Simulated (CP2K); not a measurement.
Runs of CP2K 2026.2 on SiC. Symmetry: P6_3mc, No. 186, hexagonal system. The conventional cell has a = 3.076 Å, b = 3.076 Å, c = 10.071 Å, α = 90.00°, β = 90.00°, γ = 120.00°. Si (site symmetry 3m) has 4 C at 1.88 to 1.89 Å as nearest neighbours. Around Si (site symmetry 3m) lie 4 C at 1.88 to 1.89 Å. C (site symmetry 3m) has 4 Si at 1.88 to 1.89 Å as nearest neighbours. Around C (site symmetry 3m) lie 4 Si at 1.88 to 1.89 Å. The cell is a database's computed one.

| level | gap on the mesh (eV) | pressure (GPa) | largest force (eV/Å) |
| --- | --- | --- | --- |
| TPSS | 2.61 | 2.0 | 0.01 |
| HLE16 | 3.14 | -37.0 | (b) |
| PBEsol | 2.34 | 2.2 | 0.01 |
| AM05 | 2.33 | 2.3 | 0.01 |
| OLYP | (a) | -1.4 | - |
| PBE | 2.47 | 3.2 | 0.01 |
| LDA | 2.33 | 2.3 | 0.01 |

Alike in all rows: task atomic charges; potentials or basis POTENTIAL_UZH Si GTH-PBE-q4, C GTH-PBE-q4; DZVP-MOLOPT-PBE-GTH basis; no spin polarisation; cell as given; k mesh 8 × 8 × 2; smearing fermi-dirac 0.05 eV.

Estimate the missing entries.

(a) 2.59; (b) 0.07.

Caveats: the basis of atomic orbitals isn't converged, which shifts pressures, moduli and gaps; the potentials were made for another functional, which shifts forces and pressure (some runs); the potentials were made for a functional far from this one (some runs); the cell as given lies far from equilibrium (some runs); the forces don't sum to zero, a sign of grid noise (some runs).

A k mesh can miss the band edges.
